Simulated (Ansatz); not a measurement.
Relaxation of a periodic cell of 15 atoms, Zn7O8 (host ZnO, host structure P6_3mc, one Zn atom removed), to a largest force component of 0.03 eV/Å in at most 60 steps.

The calculation used Ansatz, DFT PBEsol, scalar-relativistic, plane waves, PAW. Settings: PAW set soft_1, cutoff 420 eV, k mesh 2x2x2, fermi-dirac smearing 0.05 eV, no spin polarisation.

```xyz
15
Lattice="-3.2374 -5.6073 0.0000 4.8560 -2.8036 0.0000 0.0000 0.0000 5.2221" Properties=species:S:1:pos:R:3
Zn 1.621 -4.655 2.614
Zn -0.027 -3.693 0.026
O 1.631 -4.655 4.578
O 0.006 -3.733 1.975
Zn -0.004 -1.937 2.594
Zn 3.249 -3.771 -0.023
O 0.020 -1.840 4.583
O 3.230 -3.764 2.045
Zn 3.268 -1.834 2.623
Zn 1.660 -0.893 0.026
O 3.204 -1.845 4.656
O 1.615 -0.925 2.000
Zn 1.639 -6.509 -0.019
O -1.660 -4.716 4.604
O 1.619 -6.566 2.033
```

Question: Where does it end, and by what steps?

Answer: The run converged. Limits of this set-up: coarse k mesh, PAW files made for another functional. After 4 steps the energy has fallen by 0.575 eV; O15 moved furthest, 0.26 Å.

```csv
step,energy less start (eV),largest force component (eV/Å),accepted
0,0.0000,1.079,yes
1,-0.3050,0.708,yes
2,-0.5608,0.266,yes
3,-0.5726,0.066,yes
4,-0.5749,0.005,yes
```

```xyz
15
Lattice="-3.2374 -5.6073 0.0000 4.8560 -2.8036 0.0000 0.0000 0.0000 5.2221" Properties=species:S:1:pos:R:3
Zn 1.607 -4.679 2.611
Zn -0.023 -3.752 0.038
O 1.623 -4.665 4.584
O 0.179 -3.619 1.934
Zn 0.008 -1.868 2.645
Zn 3.230 -3.729 0.022
O -0.001 -1.863 4.606
O 3.265 -3.749 2.007
Zn 3.242 -1.848 2.611
Zn 1.624 -0.899 0.038
O 3.238 -1.869 4.584
O 1.609 -1.140 1.934
Zn 1.649 -6.554 0.016
O -1.612 -4.671 4.770
O 1.432 -6.429 1.915
```

Whether the end is a true minimum wasn't checked by a vibrational analysis.

The run took 36 s on 1 thread of Arm Neoverse V2, with other jobs on the host, peak memory 0.45 GiB.
